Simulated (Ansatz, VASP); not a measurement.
# Two plane-wave programs on HfO2

INCAR

```
SYSTEM = HfO2
PREC = Accurate ; ENCUT = 520
EDIFF = 1E-6 ; ISMEAR = 0
SIGMA = 0.05 ; LREAL = .FALSE.
LASPH = .TRUE. ; NELM = 60
ALGO = Normal ; ISIF = 2
LWAVE = .FALSE. ; LCHARG = .FALSE.
GGA = PE ; NBANDS = 31
```

Contents of KPOINTS:

```
Automatic mesh
0
G
  6 6 8
  0 0 0
```

Contents of POSCAR:

```
HfO2
1.0
    4.7996987687      0.0000000000      0.0000000000
    0.0000000000      4.7996987687      0.0000000000
    0.0000000000      0.0000000000      3.1838168590
Hf O
2 4
Direct
    0.0000000000      0.0000000000     -0.0209086807
    0.5000000000      0.5000000000      0.5209086807
    0.1948161092      0.8051838908      0.4932900522
    0.3051838908      0.3051838908      0.0067099478
    0.6948161092      0.6948161092      0.0067099478
    0.8051838908      0.1948161092      0.4932900522
```

Input for Ansatz:

```yaml
crystal:
  lattice:
    - [4.7996987687, 0.0, 0.0]
    - [0.0, 4.7996987687, 0.0]
    - [0.0, 0.0, 3.183816859]
  atoms:
    - { symbol: Hf, position: [0.0, 0.0, -0.0209086807] }
    - { symbol: Hf, position: [0.5, 0.5, 0.5209086807] }
    - { symbol: O, position: [0.1948161092, 0.8051838908, 0.4932900522] }
    - { symbol: O, position: [0.3051838908, 0.3051838908, 0.0067099478] }
    - { symbol: O, position: [0.6948161092, 0.6948161092, 0.0067099478] }
    - { symbol: O, position: [0.8051838908, 0.1948161092, 0.4932900522] }
basis:
  ecutwfc: 520.0
kpoints:
  mp_grid: { grid: [6, 6, 8] }
hamiltonian:
  xc: pbe
  pseudopotentials: { kind: paw, azcp: { folder: soft_1 } }
scf:
  occupations: { method: gaussian, width: 0.05 }
output:
  forces: true
  stress: true
  eigenvalues: true
  write_density: true
  write_potential: true
  elf: true
  volumetric_format: npy
```

Change from the starting cell: mode 4 frozen in at -0.068 Å, equal normal strain along x, y and z -0.0167.

Alike in both runs: task single point; functional PBE; k mesh 6 × 6 × 8; occupations gaussian, width 0.05 eV; no spin polarisation.

|  | VASP | Ansatz |
| --- | --- | --- |
| version | VASP 6.6.1 | Ansatz 0.2.0 |
| potentials or method | VASP PAW PBE potentials, release 64 (Hf_pv, O) | scalar-relativistic, plane waves, PAW |
| plane-wave cutoff (eV) | 520 | 520 |
| valence electrons in the cell | 44 | 76 |

|  | VASP | Ansatz | Ansatz less VASP |
| --- | --- | --- | --- |
| gap on the k mesh at the Fermi level (eV) | 4.07 | 4.13 | +0.060 |
| least direct gap on the mesh (eV) | 4.07 | 4.13 | +0.060 |
| pressure (GPa) | 9.2 | 12.2 | +3.07 |
| largest component of the traceless stress (GPa) | 1.94 | 2.44 | +0.499 |
| rms of the force components (eV/Å) | 0.194 | 0.206 | +0.0120 |

Atom by atom the forces differ by 0.027 eV/Å (rms over components). With one functional, cell and mesh, what is left measures potentials, basis and numerics. The two sets of potentials don't hold the same shells in valence.

Caveats: spin-orbit coupling is left out, which moves the levels of the heavy elements. A k mesh can miss the band edges.
